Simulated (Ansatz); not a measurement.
## Pd under changes of volume

One of the cells (14.750 Å³/atom); the others are scaled copies at fixed shape and fractional positions:

```xyz
1
Lattice="0.0000 1.9465 1.9465 1.9465 0.0000 1.9465 1.9465 1.9465 0.0000" Properties=species:S:1:pos:R:3 pbc="T T T"
Pd    0.0000    0.0000    0.0000
```

```yaml
Program: Ansatz 0.2.0
Functional: revPBE
Potentials_or_basis: Ansatz PAW
Cutoff: "420 eV (not typed: the program's choice for these potentials)"
k_mesh: 12 × 12 × 12
Occupations: fermi-dirac, width 0.05 eV
Spin: no spin polarisation
```

| volume (Å³/atom) | energy over the lowest point (meV/atom) | pressure (GPa) |
| --- | --- | --- |
| 13.865 | 121.38 | 25.5 |
| 14.160 | 80.13 | 19.8 |
| 14.455 | 48.66 | 14.8 |
| 14.750 | 25.83 | 10.4 |
| 15.045 | ? | ? |
| 15.340 | 2.30 | 3.0 |
| 15.635 | 0.00 | -0.1 |

What does the run at 15.045 Å³/atom give?

Energy over the lowest point 10.65 meV/atom; pressure 6.4 GPa.

Worked out: A Birch-Murnaghan fit of order 3 (a polynomial in V^(-2/3)) to the other rows has its minimum at 15.61 Å³/atom with B0 = V·E''(V) = 156 GPa and B' = 5.3. It gives 10.66 meV/atom at 15.045 Å³/atom, against the run's 10.65, and -dE/dV = 6.3 GPa, against 6.4.

Energies are extrapolated to zero smearing.

Caveats: the PAW data sets come from PBE, with cores solved anew for the run's functional, which leaves a small shift of forces and pressure.
